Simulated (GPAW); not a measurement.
Crystal: HfN.

```
CELL_PARAMETERS angstrom
0.00000 2.45482 2.45482
2.45482 0.00000 2.45482
2.45482 2.45482 0.00000
ATOMIC_POSITIONS crystal
Hf 0.00000 0.00000 0.00000
N 0.25000 0.25000 0.25000
```

The cell comes from a database or a generator and needn't be the stable form of this composition.

Base run:

```yaml
Program: GPAW 26.7.0
Functional: LDA
Potentials_or_basis: the program's PAW data sets (release 1.2.1) made for this functional
Cutoff: 800 eV
Basis: pw
k_mesh: 9 × 9 × 9
Occupations: fermi-dirac, width 0.05 eV
Spin: no spin polarisation
```

Its results: pressure -9.8 GPa.

Question: The run is repeated on the same cell with these changes: functional from LDA to PBEsol; potentials or basis from the program's PAW data sets (release 1.2.1) made for this functional to PAW data sets generated in the run's folder for this functional. What comes out?

Answer: Pressure -4.2 GPa.

Not every run made on this cell is shown here.
